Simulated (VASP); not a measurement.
Input of a VASP 6.6.1 run:

File INCAR:

```
SYSTEM = P
ALGO = Normal
EDIFF = 1E-7
EDIFFG = -0.005
ENCUT = 600
GGA = PS
IBRION = 2
ISIF = 3
ISMEAR = 0
LASPH = .TRUE.
LCHARG = .FALSE.
LREAL = .FALSE.
LWAVE = .FALSE.
NELM = 80
NSW = 90
PREC = Accurate
SIGMA = 0.03
```

Contents of KPOINTS:

```
k-points
0
G
  10 10 8
  0 0 0
```

File POSCAR:

```
P                                       
1.0
    1.6573841339     -5.1610127964     -0.0000000000
    1.6573841339      5.1610127964      0.0000000000
    0.0000000000     -0.0000000000      4.2170526206
  P             
     4
Direct
     0.8953060145780350    0.1046939854219649    0.0738973435809700
     0.6046939854219650    0.3953060145780350    0.5738973435809703
     0.1046939854219649    0.8953060145780350    0.9261026564190297
     0.3953060145780350    0.6046939854219650    0.4261026564190301
```

Potentials or basis: VASP PAW PBE potentials, release 64 (P).

The run is started by

```sh
$ cat potpaw_PBE.64/P/POTCAR > POTCAR
$ mpirun -np 1 vasp_std > vasp.out
```

**Question.** What does it give for the band gap on the k mesh?

**Answer.** None (metal or under the smearing width).

**Question.** Estimate the relaxed volume.

**Answer.** 18.03 Å³/atom.

**Question.** Estimate the relaxed cell.

**Answer.** a = 5.420 Å, b = 5.420 Å, c = 4.216 Å, α = 90.00°, β = 90.00°, γ = 144.39°.

Final structure:
```xyz
4
Lattice="1.6571 -5.1604 0.0000 1.6571 5.1604 0.0000 0.0000 0.0000 4.2164" Properties=species:S:1:pos:R:3 pbc="T T T"
P     1.6571   -4.0799    0.3118
P     1.6571   -1.0805    2.4200
P     1.6571    4.0799    3.9046
P     1.6571    1.0805    1.7964
```

Caveat: the PAW data sets were made with another functional, which shifts forces and pressure a little.
